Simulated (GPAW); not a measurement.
Crystal: Br.

```
Br
1.0
     3.36325   -2.32255    0.00000
     3.36325    2.32255    0.00000
     0.00000    0.00000    8.70230
Br
4
Direct
  0.36510 0.63490 0.39010
  0.13490 0.86510 0.89010
  0.63490 0.36510 0.60990
  0.86510 0.13490 0.10990
```

Base run:

```yaml
Program: GPAW 26.7.0
Functional: PBEsol
Potentials_or_basis: PAW data sets generated in the run's folder for this functional
Cutoff: 600 eV
Basis: pw
k_mesh: 6 × 6 × 3
Occupations: fermi-dirac, width 0.05 eV
Spin: no spin polarisation
```

Its results: band gap on the k mesh 1.83 eV, indirect (least direct gap 1.84 eV); pressure 0.4 GPa; largest force 0.887 eV/Å.

Task: After a change of settings the same cell gave: band gap on the k mesh 2.21 eV, indirect (least direct gap 2.23 eV); pressure 0.9 GPa; largest force 0.716 eV/Å. Which change was it?
A. functional from PBEsol to LDA; potentials or basis from PAW data sets generated in the run's folder for this functional to the program's PAW data sets (release 1.2.1) made for this functional
B. functional from PBEsol to r2SCAN; potentials or basis from PAW data sets generated in the run's folder for this functional to GPAW PAW data sets (gpaw-data 1.2.1)
C. k mesh from 6 × 6 × 3 to 7 × 7 × 3

Result: B.

Caveats: the PAW data sets were made with another functional, which shifts forces and pressure a little (some runs).

Not every run made on this cell is shown here.
